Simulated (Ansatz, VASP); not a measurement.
## CdS: VASP beside Ansatz

```
CELL_PARAMETERS angstrom
0.00000 2.91000 2.91000
2.91000 0.00000 2.91000
2.91000 2.91000 0.00000
ATOMIC_POSITIONS crystal
Cd 0.02577 0.97423 0.02577
S 0.75000 0.75000 0.75000
```

Change from the starting cell: all Cd atoms moved +0.150 Å, as atom 1 along Cartesian [0 1 0].

Alike in both runs: task single point; functional r2SCAN; k mesh 8 × 8 × 8; occupations gaussian, width 0.05 eV; no spin polarisation.

```csv
,VASP,Ansatz
version,VASP 6.6.1,Ansatz 0.2.0
potentials or method,"VASP PAW PBE potentials, release 64 (Cd, S)","scalar-relativistic, plane waves, PAW"
plane-wave cutoff (eV),520,500
valence electrons in the cell,18,26
```

```csv
,VASP,Ansatz,Ansatz less VASP
gap on the k mesh at the Fermi level (eV),1.61,1.61,0.000
least direct gap on the mesh (eV),1.61,1.61,0.000
pressure (GPa),2.8,2.5,-0.37
largest component of the traceless stress (GPa),3.75,3.64,-0.116
rms of the force components (eV/Å),0.463,0.453,-0.0103
```

Atom by atom the forces differ by 0.010 eV/Å (rms over components). With one functional, cell and mesh, what is left measures potentials, basis and numerics. The two sets of potentials don't hold the same shells in valence.

Caveats: the PAW data sets were made with another functional, which shifts forces and pressure a little (VASP).
